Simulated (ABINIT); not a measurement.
**GaAs (F-43m): G0W0 in ABINIT against the bands in the self-energy**

How does the gap of GaAs (F-43m) converge in the bands in the self-energy?

Method: PBE and many-body steps on it, plane waves, in ABINIT 10.8.3.

Report form: the programs' logs are mostly left out.

**1. Starting point**

It takes space group F-43m (No. 216, cubic). The conventional cell has a = 5.654 Å, b = 5.654 Å, c = 5.654 Å, α = 90.00°, β = 90.00°, γ = 90.00°. Nearest to Ga lie 4 As at 2.45 Å. Nearest to As lie 4 Ga at 2.45 Å. Farther neighbours are not listed.

The cell and positions come from the Crystallography Open Database and are kept as given unless a step says otherwise.

**2. Screening, 4×4×4 mesh, 304 bands, screening to 272.1 eV**

This step: ABINIT 10.8.3; RPA screening on PBE, plane waves, norm-conserving pseudopotentials.

The RPA dielectric matrix is built and inverted for each q.

File run.abi:

```
acell 3*1.0 Angstrom
rprim 
  0.000000000000 2.826850000000 2.826850000000
  2.826850000000 0.000000000000 2.826850000000
  2.826850000000 2.826850000000 -0.000000000000
ntypat 2
znucl 31 33
natom 2
typat 1 2
xred 
  0.000000000000 0.000000000000 0.000000000000
  0.250000000000 0.250000000000 0.250000000000
pp_dirpath "pseudos"
pseudos "Ga.upf, As.upf"
ecut 38
ngkpt 4 4 4
nshiftk 1
shiftk 0 0 0
kptopt 1
chksymbreak 0
istwfk *1
occopt 1
irdwfk 1
optdriver 3
nband 304
ecuteps 10
inclvkb 2
awtr 1
symchi 1
indata_prefix "in"
outdata_prefix "out"
tmpdata_prefix "tmp"
```

Started as:

```
$ OMP_NUM_THREADS=1 mpirun -n 8 abinit run.abi > log
```

The job ended after 2.2 min (8 MPI ranks of Intel Xeon Platinum 8259CL at 2.50GHz (Skylake/Cascade Lake), shared host; peak memory 2.7 GiB; 18 min of CPU time).

This step gave:

```yaml
eps_infinity_with_local_fields_on_this_mesh_along_the_program_s_q_direction: 139.6
the_same_without_local_fields: 147.9
plasma_frequency: 29.23 eV
plane_waves_in_the_screening_matrix: 459
```

Local fields lower ε∞ by 6 %. The value itself is an artefact of the mesh, where one narrow direct gap carries too much weight.

**3. 22 bands**

This step: G0W0 on PBE, plane waves, norm-conserving pseudopotentials.

run.abi: that of step 2 with these lines changed.

```diff
@@ -23,8 +23,15 @@
 irdwfk 1
-optdriver 3
-nband 304
+optdriver 4
+nband 22
+gwcalctyp 0
+ecutsigx 38
+symsigma 1
+nkptgw 1
+kptgw 
+  0.0000000000 0.0000000000 0.0000000000
+bdgw 
+  12 18
 ecuteps 10
-inclvkb 2
-awtr 1
-symchi 1
+irdscr 1
+ppmodel 1
 indata_prefix "in"
```

The job ended after 5.9 s (8 MPI ranks; peak memory 0.9 GiB; 45 s of CPU time).

Numbers from this step:

```yaml
g0w0_gap_on_the_points_computed: 1.083 eV
starting_gap_on_the_mesh: 0.5137 eV
k_of_the_valence_top: 0, 0, 0
k_of_the_conduction_bottom: 0, 0, 0
z_at_the_valence_top: 0.812
z_at_the_conduction_bottom: 0.812
least_direct_g0w0_gap_on_the_computed_points: 1.083 eV
```

**4. 23 bands**

run.abi: that of step 3 with these lines changed.

```diff
@@ -24,3 +24,3 @@
 optdriver 4
-nband 22
+nband 23
 gwcalctyp 0
```

The job ended after 6 s (8 MPI ranks; peak memory 0.79 GiB; 46 s of CPU time).

This step gave:

| Item | Value |
| --- | --- |
| G0W0 gap on the points computed | 1.131 eV |
| starting gap on the mesh | 0.5137 eV |
| k of the valence top | 0, 0, 0 |
| k of the conduction bottom | 0, 0, 0 |
| Z at the valence top | 0.81 |
| Z at the conduction bottom | 0.811 |
| least direct G0W0 gap on the computed points | 1.131 eV |

**5. 39 bands**

run.abi: that of step 4 with these lines changed.

```diff
@@ -24,3 +24,3 @@
 optdriver 4
-nband 23
+nband 39
 gwcalctyp 0
```

Wall time 7.3 s (8 MPI ranks); peak memory 1.7 GiB.

This step gave:

```
G0W0 gap on the points computed              : 1.154 eV
starting gap on the mesh                     : 0.5137 eV
k of the valence top                         : 0, 0, 0
k of the conduction bottom                   : 0, 0, 0
Z at the valence top                         : 0.801
Z at the conduction bottom                   : 0.802
least direct G0W0 gap on the computed points : 1.154 eV
```

**6. 87 bands**

The self-energy is evaluated for the states that the input lists, and the levels follow from it, in one-shot runs by the linearised quasiparticle equation.

run.abi: that of step 5 with these lines changed.

```diff
@@ -24,3 +24,3 @@
 optdriver 4
-nband 39
+nband 87
 gwcalctyp 0
```

Wall time 11 s (8 MPI ranks); peak memory 1.9 GiB; 88 s of CPU time.

Numbers from this step:

```yaml
g0w0_gap_on_the_points_computed: 1.099 eV
starting_gap_on_the_mesh: 0.5137 eV
k_of_the_valence_top: 0, 0, 0
k_of_the_conduction_bottom: 0, 0, 0
least_direct_g0w0_gap_on_the_computed_points: 1.099 eV
```

The gap on the mesh goes from 0.51 eV to 1.10 eV, a correction of +0.59 eV.

**7. 183 bands**

run.abi: that of step 6 with these lines changed.

```diff
@@ -24,3 +24,3 @@
 optdriver 4
-nband 87
+nband 183
 gwcalctyp 0
```

Run time: 21 s. Hardware: 8 MPI ranks; peak memory 2.3 GiB; 2.7 min of CPU time.

Numbers from this step:

```
G0W0 gap on the points computed              : 1.066 eV
starting gap on the mesh                     : 0.5137 eV
k of the valence top                         : 0, 0, 0
k of the conduction bottom                   : 0, 0, 0
least direct G0W0 gap on the computed points : 1.066 eV
```

Against the run before, the gap moves by −0.033 eV.

**8. 304 bands**

run.abi: that of step 7 with these lines changed.

```diff
@@ -24,3 +24,3 @@
 optdriver 4
-nband 183
+nband 304
 gwcalctyp 0
```

Run time: 30 s. Hardware: 8 MPI ranks; peak memory 2.8 GiB; 3.9 min of CPU time.

This step gave:

- G0W0 gap on the points computed: 1.067 eV
- starting gap on the mesh: 0.5137 eV
- k of the valence top: 0, 0, 0
- k of the conduction bottom: 0, 0, 0
- least direct G0W0 gap on the computed points: 1.067 eV

Against the run before, the gap moves by +0.001 eV.

**9. Side by side**

Times are wall times on 8 MPI ranks of Intel Xeon Platinum 8259CL at 2.50GHz (Skylake/Cascade Lake), shared host, good to a factor of about two. A run's time includes the screening step that it read.

```
      run   mesh  bands  screening cutoff (eV)  DFT gap (eV)  gap on the mesh (eV)  direct (eV)  ε∞ used     time
 22 bands  4×4×4     22                  272.1         0.514                 1.083        1.083   139.56  2.3 min
 23 bands  4×4×4     23                  272.1         0.514                 1.131        1.131   139.56  2.3 min
 39 bands  4×4×4     39                  272.1         0.514                 1.154        1.154   139.56  2.4 min
 87 bands  4×4×4     87                  272.1         0.514                 1.099        1.099   139.56  2.4 min
183 bands  4×4×4    183                  272.1         0.514                 1.066        1.066   139.56  2.6 min
304 bands  4×4×4    304                  272.1         0.514                 1.067        1.067   139.56  2.7 min
```

**10. Outcome**

```json
{
  "22 bands": "1.083 eV",
  "23 bands": "1.131 eV",
  "39 bands": "1.154 eV",
  "87 bands": "1.099 eV",
  "183 bands": "1.066 eV",
  "304 bands": "1.067 eV",
  "known limits": "not at the basis limit; exchange with frozen shells missing; screening runs away on this mesh; no spin-orbit coupling; coarse k mesh"
}
```

The setting moved: bands in the self-energy. From 22 bands to 304 bands the gap moves by −0.02 eV, not steadily: it passes through 1.15 eV. It holds to 0.03 eV from 183 bands on. Bands and screening cutoff are coupled, so a series along one setting does not show full convergence. Bands and cutoff are finite, so the gap is not at the basis limit. The miss can reach some tenths of an eV and take either sign; the mesh is an error of its own. In the G0W0 runs levels were corrected at 1 k point alone, so a gap called «on the mesh» is the least over those, and an edge elsewhere would be missed. The 4×4×4 mesh is coarse for this cell, which bears on the long-range parts of exchange and screening. The norm-conserving file of at least one element keeps a d shell over frozen s and p shells of the same row. Exchange with those shells is missing from the self-energy, an error of 0.3 to 0.9 eV in cases checked, whose sign depends on which edge lies on those atoms. For the PBE start: On this mesh the RPA ε∞ passes 90, more than nearly any semiconductor shows; a coarse mesh does this where one point with a narrow direct gap carries much weight. The screening is then too strong, and the G0W0 gap should not be taken as the material's. The many-body steps are scalar-relativistic: spin-orbit coupling is not in them.

[Paths, hosts, dates, memory and timing lines, banners, echoed tables and standing remarks are left out of the program output.]

[Logs are printed without paths, hosts, clocks, repeated set-up lines and the standing remarks that a program may print on its own settings, such as how far it seeks lower states.]

[Runs of the session that timed out or met a known fault of the program may be left out.]

[Hosts, paths, dates, database ids (printed as entryN), source tags and the programs' standing remarks are cut or masked in the printed files.]

[G0W0 gaps are taken among the corrected bands and points alone; a level outside them can change the order at an edge.]

[Where Ansatz stands beside ABINIT at settings called matched, ABINIT's density can come from a denser mesh and the files from another edition; pairs whose starting gaps differed by over 0.03 eV were left out, so agreement reads better than it is.]
